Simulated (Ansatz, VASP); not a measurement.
Given: the input of a run of VASP 6.6.1 on Al.

The input INCAR:

```
PREC = Accurate
ENCUT = 600
EDIFF = 1E-6
ISMEAR = -1
SIGMA = 0.05
LREAL = F
LASPH = T
NELM = 80
ALGO = Normal
ISIF = 3
LWAVE = F
LCHARG = F
GGA = PS
IBRION = 2
NSW = 80
EDIFFG = -0.02
```

KPOINTS

```
Automatic mesh
0
Gamma
  11 11 11
```

The input POSCAR:

```
Al
1.0
    0.0000000000      2.0248050000      2.0248050000
    2.0248050000      0.0000000000      2.0248050000
    2.0248050000      2.0248050000      0.0000000000
Al
1
Direct
    0.0000000000      0.0000000000      0.0000000000
```

Potentials or basis: VASP PAW PBE potentials, release 64 (Al).

The run is started by

```console
$ cat potpaw_PBE.64/Al/POTCAR > POTCAR
$ mpirun -np 1 vasp_std > vasp.out
```

Problem. Set up the same calculation for Ansatz 0.2.0. Potentials there: all-electron LAPW, scalar-relativistic.

Solution. As run (the cutoff follows the program's own potentials):

Contents of input.yaml:

```yaml
crystal:
  lattice:
    - [0.0, 2.024805, 2.024805]
    - [2.024805, 0.0, 2.024805]
    - [2.024805, 2.024805, 0.0]
  atoms:
    - { symbol: Al, position: [0.0, 0.0, 0.0] }
kpoints:
  mp_grid: { grid: [11, 11, 11] }
scf:
  occupations: { method: fermi_dirac, width: 0.05 }
hamiltonian:
  xc: pbesol
  pseudopotentials: { kind: all_electron, lapw: { basis_error: 0.001 } }
output:
  forces: true
  stress: true
relax:
  f_tol: 0.02
  max_steps: 60
  cell: {}
```

Potentials or basis: all-electron LAPW, scalar-relativistic.

The run is started by

```bash
$ ansatz run input.yaml --threads 1 --pin off --max-ram 3072MiB --backend cpu --events-out ev --progress --plain --runs-dir out
```

Both were run:

|  | VASP | Ansatz | Ansatz less VASP |
| --- | --- | --- | --- |
| relaxed volume (Å³/atom) | 16.21 | 16.21 | -0.008 |
| relaxed cell length with the largest relative difference (Å) | 2.841 | 2.841 | -0.0005 |
| energy change over the relaxation (meV/atom) | -2 | -2 | -0.1 |

Ansatz ran all-electron here, so the differences hold the error of VASP's frozen core and of both bases.

Caveats: the PAW data sets were made with another functional, which shifts forces and pressure a little (VASP).
